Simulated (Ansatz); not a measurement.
**In2O3 (R-3c)**

Theory: DFT r2SCAN, scalar-relativistic, plane waves, PAW in Ansatz.

Cutoff 500 eV; k points 6×6×6 on the computed 10-atom cell (Γ-centred); Gaussian smearing, width 0.02 eV; no spin polarisation.

The structure is relaxed at this level of theory with its symmetry kept. This form isn't the usual stable structure of the compound.

```yaml
crystal:
  lattice:
    - [2.75394, 1.58999, 4.85342]
    - [-2.75394, 1.58999, 4.85342]
    - [0.00000, -3.17997, 4.85342]
  atoms:
    - { symbol: In, position: [0.35707, 0.35707, 0.35707] }
    - { symbol: In, position: [0.14293, 0.14293, 0.14293] }
    - { symbol: In, position: [0.64293, 0.64293, 0.64293] }
    - { symbol: In, position: [0.85707, 0.85707, 0.85707] }
    - { symbol: O, position: [0.54657, 0.95343, 0.25000] }
    - { symbol: O, position: [0.25000, 0.54657, 0.95343] }
    - { symbol: O, position: [0.95343, 0.25000, 0.54657] }
    - { symbol: O, position: [0.45343, 0.04657, 0.75000] }
    - { symbol: O, position: [0.75000, 0.45343, 0.04657] }
    - { symbol: O, position: [0.04657, 0.75000, 0.45343] }
```

Problem. Formation energy from the elements' standard states (uncorrected)?

Solution. -1.830 eV/atom.

Problem. Generalised Kohn–Sham band gap?

Solution. 1.80 eV, indirect from (0.000, 0.198, -0.198) to Γ.

Problem. Löwdin character of the top 1 eV of the valence band?

Solution. O 2p 93 %.

Problem. Löwdin character of the lowest 1 eV of the conduction band?

Solution. In 5s 51 %, O 2s 25 %, O 2p 14 %, In 5p 9 %.

Problem. Electron masses at the edge by Cartesian direction of the standard setting (m_e; degenerate bands sorted by energy; no spin-orbit coupling)?

Solution. x: 0.19; y: 0.19; z: 0.19.

Problem. Hole masses at the edge by Cartesian direction of the standard setting (m_e; degenerate bands sorted by energy; no spin-orbit coupling)?

Solution. x: 1.2; y: 1.9; z: 2.0.

Problem. Bulk modulus?

Solution. 173 GPa.

Problem. Its pressure derivative?

Solution. 4.1.

Problem. Bader charges (e)?

Solution. In (4 in the cell) 1.95, O (6 in the cell) -1.30.